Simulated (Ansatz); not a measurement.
A relaxed cell of MgS is given with its symmetry left out. The cell was found from a structure generator's guess, not taken from experiment.

These are results of DFT PBE, scalar-relativistic, plane waves, PAW in Ansatz, not measurements. Cutoff 420 eV, Γ-centred mesh, Gaussian smearing, no spin polarisation.

```
Mg S
1.0
     6.29141    0.00000    0.00000
    -3.14571    5.44852    0.00000
     0.00000    0.00000    4.45478
Mg S
1 1
Direct
  0.00000 0.00000 0.00000
  0.00000 0.00000 0.50000
```

Energies over the elements count from the elements' standard structures at the same level, with no fitted energy shifts.

Task: What space group does it have?

Result: P6/mmm (No. 191). Conventional cell: a = 6.291 Å, c = 4.455 Å. Mg is surrounded by 2 S at 2.23 Å; S has 2 Mg at 2.23 Å.

Task: What is its formation energy per atom?

Result: −0.392 eV/atom.

Task: Is it a metal?

Result: No, the gap on the 6×6×6 mesh is 2.37 eV.

The last run used a 6×6×6 mesh for its 2-atom cell and Gaussian smearing of 0.02 eV. Weakly bound directions are ill-defined at this level, which has no dispersion term. Kohn–Sham gaps at this level usually fall short of measured ones. The reference form of S is held partly by dispersion forces, which this level lacks. A structure relaxed within its symmetry needn't be a true minimum. Another cell of MgS relaxed alike, in Fm-3m (a cell as deposited in COD), lies 1.05 eV/atom lower, so this cell isn't the stable form at this level.
